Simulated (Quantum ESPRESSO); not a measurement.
# Mn3Si in Quantum ESPRESSO: the effect of Hubbard term

Mn3Si:

```
Mn Si
1.0
     0.00000    2.86100    2.86100
     2.86100    0.00000    2.86100
     2.86100    2.86100    0.00000
Mn Si
3 1
Cartesian
  4.2915 4.2915 4.2915
  1.4305 1.4305 1.4305
  2.8610 2.8610 2.8610
  0.0000 0.0000 0.0000
```

Alike in all runs:

| Property | Result |
| --- | --- |
| Program | Quantum ESPRESSO 7.5 |
| Task | projected density of states |
| Functional | PBEsol |
| Potentials or basis | GBRV 1.5 PBEsol |
| Cutoff | 612 eV |
| Density cutoff | 4898 eV |
| k mesh | 7 × 7 × 7 |
| Occupations | fermi-dirac, width 0.05 eV |
| Spin | collinear spin, ferromagnetic start |
| Starting moments | [4.0, 4.0, 4.0, 0.0] μB |
| Hubbard projectors | ortho-atomic |
| Mixing beta | 0.3 |
| Most SCF iterations | 120 |
| SCF threshold | 8e-10 Ry |
| Dos occupations | tetrahedra_opt |

```csv
Hubbard term,pressure (GPa),moment (μB)
none,-15.8,1.01
Mn d U = 1 eV,-0.6,6.89
Mn d U = 2 eV,14.5,8.97
Mn d U = 3 eV,26.6,10.03
Mn d U = 4 eV,36.9,10.82
Mn d U = 5 eV,41.7,11.02
Mn d U = 6 eV,?,?
Mn d U = 8 eV,65.2,12.29
```

Task: What does the run with Hubbard term Mn d U = 6 eV give?

Result: Pressure 49.8 GPa; moment 11.50 μB.

Worked out: A parabola through the other rows of the pressure, of slope 7.14 GPa per eV there, gives 52.9 GPa, against the run's 49.8. A parabola through the other rows of the moment, of slope 0.134 μB per eV there, gives 12.59 μB, against the run's 11.50.

Caveats: the U is typed as a test and isn't derived for this compound (some runs); a pressure of tens of GPa on the cell as given is suspect, and the run, the potentials or the cell itself is likely at fault (some runs).
